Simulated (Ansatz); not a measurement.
# RuO2: what the functional changes

Aim: hold the geometry of RuO2 and change the functional (LDA, r²SCAN, PBE), with LAPW and PAW, to see how pressure and electronic structure move.

Program: Ansatz 0.2.0. Level of theory: DFT, scalar-relativistic, functionals as named in each step. These are calculated values, not measurements.

## 1. The structure to begin with

It takes space group P4_2/mnm (No. 136, tetragonal). The conventional cell has a = 4.483 Å, b = 4.483 Å, c = 3.111 Å, α = 90.00°, β = 90.00°, γ = 90.00°. Ru (site symmetry mmm) has 6 O at 1.94 to 1.99 Å as nearest neighbours. Around O (site symmetry m2m) lie 3 Ru at 1.94 to 1.99 Å.

As a file:

```cif
data_structure
_symmetry_space_group_name_H-M 'P 1'
_symmetry_Int_Tables_number 1
_cell_length_a 4.4825
_cell_length_b 4.4825
_cell_length_c 3.1113
_cell_angle_alpha 90.000
_cell_angle_beta 90.000
_cell_angle_gamma 90.000
_cell_volume 62.52
loop_
_atom_site_label
_atom_site_type_symbol
_atom_site_fract_x
_atom_site_fract_y
_atom_site_fract_z
_atom_site_occupancy
Ru1 Ru 0.50000 0.50000 0.50000 1
Ru2 Ru 0.00000 0.00000 0.00000 1
O1 O 0.80544 0.19456 0.50000 1
O2 O 0.19456 0.80544 0.50000 1
O3 O 0.69456 0.69456 0.00000 1
O4 O 0.30544 0.30544 0.00000 1
```

Atoms are numbered in the order of the input: Ru1, Ru2, O3, O4, O5, O6.

## 2. LDA, LAPW

File input.yaml:

```yaml
crystal:
  lattice:
    - [4.482500315, 0.0, 0.0]
    - [0.0, 4.482500315, 0.0]
    - [0.0, 0.0, 3.1113414]
  atoms:
    - { symbol: Ru, position: [0.5, 0.5, 0.5] }
    - { symbol: Ru, position: [0.0, 0.0, 0.0] }
    - { symbol: O, position: [0.80544216, 0.19455784, 0.5] }
    - { symbol: O, position: [0.19455784, 0.80544216, 0.5] }
    - { symbol: O, position: [0.69455784, 0.69455784, 0.0] }
    - { symbol: O, position: [0.30544216, 0.30544216, 0.0] }
kpoints:
  mp_grid: { grid: [6, 6, 9] }
  band_path:
    path:
      - [0.0, 0.0, 0.0]
      - [0.0, 0.5, 0.0]
      - [0.5, 0.5, 0.0]
      - [0.0, 0.0, 0.0]
      - [0.0, 0.0, 0.5]
      - [0.0, 0.5, 0.5]
      - [0.5, 0.5, 0.5]
      - [0.0, 0.0, 0.5]
      - [0.0, 0.5, 0.0]
    npoints: 5
scf:
  occupations: { method: fermi_dirac, width: 0.05 }
hamiltonian:
  xc: lda
  pseudopotentials: { kind: all_electron, lapw: { basis_error: 0.001 } }
output:
  forces: true
  stress: true
  eigenvalues: true
```

Run with:

```sh
> ansatz run input.yaml --threads 2 --pin off --max-ram 6144MiB --backend cpu --events-out ev --progress --plain --runs-dir out
```

The log of the run (excerpt; [...] marks lines left out):

```text
LAPW: plane waves up to 10.761 Å⁻¹, error target 1.0e-3 eV per atom; small_component_spin mean_spin; O in spheres of 0.873 Å, 8 of its electrons in bands, Dirac shells []; Ru in spheres of 1.063 Å, 34 of its electrons in bands, Dirac shells []
[...]
Pseudopotentials: kind: all_electron
Pseudopotential: Ru, LAPW, valence charge 34, Koelling and Harmon's equation, gaussian nucleus
Pseudopotential: O, LAPW, valence charge 8, Koelling and Harmon's equation, gaussian nucleus
Functional definition: SPW92
[...]
Crystal: 6 atoms, lattice volume = 62.516 Å³
Basis set: ecut = 441.1834049557614 eV, 1323 PW (Γ), exchange–correlation at level 2
Bands: 60, of which v1, the nominal top of the filled ones, is band 50 counted from 1 (49 counted from 0)
Symmetry: 16 space group operations
Space group: P42/mnm (ITA 136), of the structure as read, at distance tolerance 4.0e-5 Å
k-points: 50 of 324
[...]
SCF iter   1: F=—  HF=-254500.020151 eV  |F-HF|=—  |Δ(HF+E_count)|=         —  Δρ=1.76e-1  dr2=2.13e1  ethr=2.13e-2  ⟨swp⟩=2.0  Hψ=18687  notcnv=0
[...]
the basis was enlarged: its passes take 684.2 KiB over the memory plan, 2 of 2 planned eigensolver slots
[...]
SCF iter   9: F=-254491.529878 eV  HF=-254491.529878 eV  |F-HF|=5.24e-9  |Δ(HF+E_count)|=   9.49e-9  Δρ=3.30e-6  dr2=4.45e-9  ethr=1.21e-10  ⟨swp⟩=2.0  Hψ=8939  notcnv=0
[...]
NSCF: frozen V_eff on 41 k-points
SCF converged after 9 iterations
Free energy (F): -254491.529878 eV
[...]
E sigma→0 (E₀):  -254491.513206 eV
Entropy (-TS):   -0.033343 eV (-5.557 meV/atom)
Fermi energy:    13.764979 eV
[...]
--- Forces (eV/Å), atoms counted from 1 ---
  atom   1  Ru     0.00000000     0.00000000     0.00000000
  atom   2  Ru     0.00000000    -0.00000000     0.00000000
  atom   3  O      0.12622467    -0.12622467     0.00000000
  atom   4  O     -0.12622467     0.12622467     0.00000000
  atom   5  O     -0.12622467    -0.12622467     0.00000000
  atom   6  O      0.12622467     0.12622467     0.00000000
[...]
--- Stress (GPa, compression-positive) ---
       -9.477704       0.000000       0.000000
        0.000000      -9.477704       0.000000
        0.000000       0.000000     -12.960324
  P = ⅓ Tr σ = -10.6386 GPa (-106.386 kbar)
--- Band table (eV; the first three rows and the last of 50) ---
[...]
```

Wall time 67 s (2 threads of Arm Neoverse V1, shared host); peak memory 0.83 GiB.

Result: pressure -10.64 GPa; no gap; largest force 0.179 eV/Å.

## 3. LDA, PAW

Changes to input.yaml since step 2:

```diff
@@ -30,3 +30,3 @@
   xc: lda
-  pseudopotentials: { kind: all_electron, lapw: { basis_error: 0.001 } }
+  pseudopotentials: { kind: paw }
 output:
@@ -35 +35,6 @@
   eigenvalues: true
+  efg: { contact_densities: true }
+  write_density: true
+  write_potential: true
+  elf: true
+  volumetric_format: npy
```

Run with:

```sh
> ansatz run input.yaml --threads 2 --pin off --max-ram 6144MiB --backend cpu --events-out ev --progress --plain --runs-dir out
```

The log of the run (excerpt; [...] marks lines left out):

```text
Ru: output.efg is read without spin–orbit coupling, which moves field gradients at and beside such atoms by some per cent and up to a factor of two; PAW files take it under magnetization.noncollinear and magnetization.spin_orbit
[...]
Pseudopotentials: kind: paw
Pseudopotential: Ru, paw, valence charge 16, recommended cutoff 420 eV (normal)
Pseudopotential: O, paw, valence charge 6, recommended cutoff 420 eV (normal)
Functional definition: SPW92
[...]
Crystal: 6 atoms, lattice volume = 62.516 Å³
Basis set: ecut = 420 eV, 1227 PW (Γ)
Bands: 34, of which v1, the nominal top of the filled ones, is band 28 counted from 1 (27 counted from 0)
Symmetry: 16 space group operations
Space group: P42/mnm (ITA 136), of the structure as read, at distance tolerance 4.0e-5 Å
k-points: 50 of 324
[...]
NSCF: frozen V_eff on 41 k-points
SCF converged after 7 iterations
Free energy (F): -13734.261393 eV
[...]
E sigma→0 (E₀):  -13734.244653 eV
Entropy (-TS):   -0.033479 eV (-5.580 meV/atom)
Fermi energy:    12.742892 eV
[...]
--- Forces (eV/Å), atoms counted from 1 ---
  atom   1  Ru     0.00000000     0.00000000     0.00000000
  atom   2  Ru     0.00000000     0.00000000     0.00000000
  atom   3  O      0.12987574    -0.12987574     0.00000000
  atom   4  O     -0.12987574     0.12987574     0.00000000
  atom   5  O     -0.12987574    -0.12987574     0.00000000
  atom   6  O      0.12987574     0.12987574     0.00000000
[...]
--- Stress (GPa, compression-positive) ---
       -9.608959       0.000000       0.000000
        0.000000      -9.608959       0.000000
        0.000000       0.000000     -13.166071
  P = ⅓ Tr σ = -10.7947 GPa (-107.947 kbar)
--- Band table (eV; the first three rows and the last of 50) ---
[...]
```

Wall time 5.3 s (2 threads of Arm Neoverse V1, shared host); peak memory 0.41 GiB.

Result: pressure -10.79 GPa; no gap; largest force 0.184 eV/Å.

## 4. r²SCAN, PAW

Changes to input.yaml since step 3:

```diff
@@ -29,3 +29,3 @@
 hamiltonian:
-  xc: lda
+  xc: r2scan
   pseudopotentials: { kind: paw }
@@ -36,5 +36 @@
   efg: { contact_densities: true }
-  write_density: true
-  write_potential: true
-  elf: true
-  volumetric_format: npy
```

Run with:

```sh
> ansatz run input.yaml --threads 2 --pin off --max-ram 6144MiB --backend cpu --events-out ev --progress --plain --runs-dir out
```

The log of the run (excerpt; [...] marks lines left out):

```text
Ru: output.efg is read without spin–orbit coupling, which moves field gradients at and beside such atoms by some per cent and up to a factor of two; PAW files take it under magnetization.noncollinear and magnetization.spin_orbit
[...]
Pseudopotentials: kind: paw
Pseudopotential: Ru, paw, valence charge 16, recommended cutoff 500 eV (meta_gga)
Pseudopotential: O, paw, valence charge 6, recommended cutoff 500 eV (meta_gga)
Functional definition: r2SCAN
[...]
Crystal: 6 atoms, lattice volume = 62.516 Å³
Basis set: ecut = 500 eV, 1559 PW (Γ), exchange–correlation on 144×144×96 points (64 copies of the dense FFT grid, shifted against one another)
Bands: 34, of which v1, the nominal top of the filled ones, is band 28 counted from 1 (27 counted from 0)
Symmetry: 16 space group operations
Space group: P42/mnm (ITA 136), of the structure as read, at distance tolerance 4.0e-5 Å
[...]
NSCF: frozen V_eff on 41 k-points
SCF converged after 7 iterations
Free energy (F): -14052.451010 eV
[...]
E sigma→0 (E₀):  -14052.436483 eV
Entropy (-TS):   -0.029055 eV (-4.842 meV/atom)
Fermi energy:    12.776887 eV
[...]
--- Forces (eV/Å), atoms counted from 1 ---
  atom   1  Ru     0.00000000     0.00000000     0.00000000
  atom   2  Ru     0.00000000    -0.00000000     0.00000000
  atom   3  O     -0.00489569     0.00489569     0.00000000
  atom   4  O      0.00489569    -0.00489569     0.00000000
  atom   5  O      0.00489569     0.00489569     0.00000000
  atom   6  O     -0.00489569    -0.00489569     0.00000000
[...]
--- Stress (GPa, compression-positive) ---
       -0.639901       0.000000       0.000000
        0.000000      -0.639901       0.000000
        0.000000       0.000000      -0.922149
  P = ⅓ Tr σ = -0.7340 GPa (-7.340 kbar)
--- Band table (eV; the first three rows and the last of 50) ---
[...]
```

Wall time 11 s (2 threads of Arm Neoverse V1, shared host); peak memory 0.54 GiB.

Result: pressure -0.73 GPa; no gap; largest force 0.007 eV/Å.

## 5. PBE, LAPW

Changes to input.yaml since step 4:

```diff
@@ -29,4 +29,4 @@
 hamiltonian:
-  xc: r2scan
-  pseudopotentials: { kind: paw }
+  xc: pbe
+  pseudopotentials: { kind: all_electron, lapw: { basis_error: 0.001 } }
 output:
@@ -35,2 +35 @@
   eigenvalues: true
-  efg: { contact_densities: true }
```

Run with:

```sh
> ansatz run input.yaml --threads 2 --pin off --max-ram 6144MiB --backend cpu --events-out ev --progress --plain --runs-dir out
```

The log of the run (excerpt; [...] marks lines left out):

```text
LAPW: plane waves up to 10.771 Å⁻¹, error target 1.0e-3 eV per atom; small_component_spin mean_spin; O in spheres of 0.873 Å, 8 of its electrons in bands, Dirac shells []; Ru in spheres of 1.063 Å, 34 of its electrons in bands, Dirac shells []
[...]
Pseudopotentials: kind: all_electron
Pseudopotential: Ru, LAPW, valence charge 34, Koelling and Harmon's equation, gaussian nucleus
Pseudopotential: O, LAPW, valence charge 8, Koelling and Harmon's equation, gaussian nucleus
Functional definition: PBE
[...]
Crystal: 6 atoms, lattice volume = 62.516 Å³
Basis set: ecut = 441.9828410067573 eV, 1323 PW (Γ), exchange–correlation at level 2
Bands: 60, of which v1, the nominal top of the filled ones, is band 50 counted from 1 (49 counted from 0)
Symmetry: 16 space group operations
Space group: P42/mnm (ITA 136), of the structure as read, at distance tolerance 4.0e-5 Å
k-points: 50 of 324
[...]
NSCF: frozen V_eff on 41 k-points
SCF converged after 9 iterations
Free energy (F): -254780.150183 eV
[...]
E sigma→0 (E₀):  -254780.133838 eV
Entropy (-TS):   -0.032690 eV (-5.448 meV/atom)
Fermi energy:    14.095537 eV
[...]
--- Forces (eV/Å), atoms counted from 1 ---
  atom   1  Ru     0.00000000     0.00000000     0.00000000
  atom   2  Ru     0.00000000    -0.00000000     0.00000000
  atom   3  O      0.04192143    -0.04192143     0.00000000
  atom   4  O     -0.04192143     0.04192143     0.00000000
  atom   5  O     -0.04192143    -0.04192143     0.00000000
  atom   6  O      0.04192143     0.04192143     0.00000000
[...]
--- Stress (GPa, compression-positive) ---
        5.637729       0.000000       0.000000
        0.000000       5.637729       0.000000
        0.000000       0.000000       4.816340
  P = ⅓ Tr σ = 5.3639 GPa (53.639 kbar)
--- Band table (eV; the first three rows and the last of 50) ---
[...]
```

Run time: 69 s. Hardware: 2 threads of Arm Neoverse V1, shared host; peak memory 0.84 GiB.

In short: pressure 5.36 GPa; no gap; largest force 0.059 eV/Å.

## 6. PBE, PAW

Changes to input.yaml since step 5:

```diff
@@ -30,3 +30,3 @@
   xc: pbe
-  pseudopotentials: { kind: all_electron, lapw: { basis_error: 0.001 } }
+  pseudopotentials: { kind: paw }
 output:
@@ -35 +35,2 @@
   eigenvalues: true
+  efg: { contact_densities: true }
```

Run with:

```sh
> ansatz run input.yaml --threads 2 --pin off --max-ram 6144MiB --backend cpu --events-out ev --progress --plain --runs-dir out
```

The log of the run (excerpt; [...] marks lines left out):

```text
Ru: output.efg is read without spin–orbit coupling, which moves field gradients at and beside such atoms by some per cent and up to a factor of two; PAW files take it under magnetization.noncollinear and magnetization.spin_orbit
[...]
Pseudopotentials: kind: paw
Pseudopotential: Ru, paw, valence charge 16, recommended cutoff 420 eV (normal)
Pseudopotential: O, paw, valence charge 6, recommended cutoff 420 eV (normal)
Functional definition: PBE
[...]
Crystal: 6 atoms, lattice volume = 62.516 Å³
Basis set: ecut = 420 eV, 1227 PW (Γ), exchange–correlation on 60×60×48 points (8 copies of the dense FFT grid, shifted against one another)
Bands: 34, of which v1, the nominal top of the filled ones, is band 28 counted from 1 (27 counted from 0)
Symmetry: 16 space group operations
Space group: P42/mnm (ITA 136), of the structure as read, at distance tolerance 4.0e-5 Å
k-points: 50 of 324
[...]
NSCF: frozen V_eff on 41 k-points
SCF converged after 6 iterations
Free energy (F): -14023.376746 eV
[...]
E sigma→0 (E₀):  -14023.360340 eV
Entropy (-TS):   -0.032813 eV (-5.469 meV/atom)
Fermi energy:    13.080892 eV
[...]
--- Forces (eV/Å), atoms counted from 1 ---
  atom   1  Ru     0.00000000     0.00000000     0.00000000
  atom   2  Ru     0.00000000    -0.00000000     0.00000000
  atom   3  O      0.04688584    -0.04688584     0.00000000
  atom   4  O     -0.04688584     0.04688584     0.00000000
  atom   5  O     -0.04688584    -0.04688584     0.00000000
  atom   6  O      0.04688584     0.04688584     0.00000000
[...]
--- Stress (GPa, compression-positive) ---
        5.643206       0.000000       0.000000
        0.000000       5.643206       0.000000
        0.000000       0.000000       4.764421
  P = ⅓ Tr σ = 5.3503 GPa (53.503 kbar)
--- Band table (eV; the first three rows and the last of 50) ---
[...]
```

Run time: 4.9 s. Hardware: 2 threads of Arm Neoverse V1, shared host; peak memory 0.41 GiB.

Result: pressure 5.35 GPa; no gap; largest force 0.066 eV/Å.

## 7. Functionals side by side

| run | pressure (GPa) | largest force (eV/Å) | SCF cycles | time |
| --- | --- | --- | --- | --- |
| LDA, LAPW | -10.64 | 0.179 | 9 | 67 s |
| LDA, PAW | -10.79 | 0.184 | 7 | 5.3 s |
| r²SCAN, PAW | -0.73 | 0.007 | 7 | 11 s |
| PBE, LAPW | 5.36 | 0.059 | 9 | 69 s |
| PBE, PAW | 5.35 | 0.066 | 6 | 4.9 s |

## 8. Outcome

| quantity | value |
| --- | --- |
| pressure, LDA (LAPW) | -10.64 GPa |
| pressure, PBE (LAPW) | 5.36 GPa |

At the same cell the pressure rises in the order LDA (-10.6 GPa) < PBE (5.4 GPa) (LAPW): the lower it is, the smaller the cell that the functional wants. PAW stays within 0.16 GPa of LAPW; they differ most under LDA.
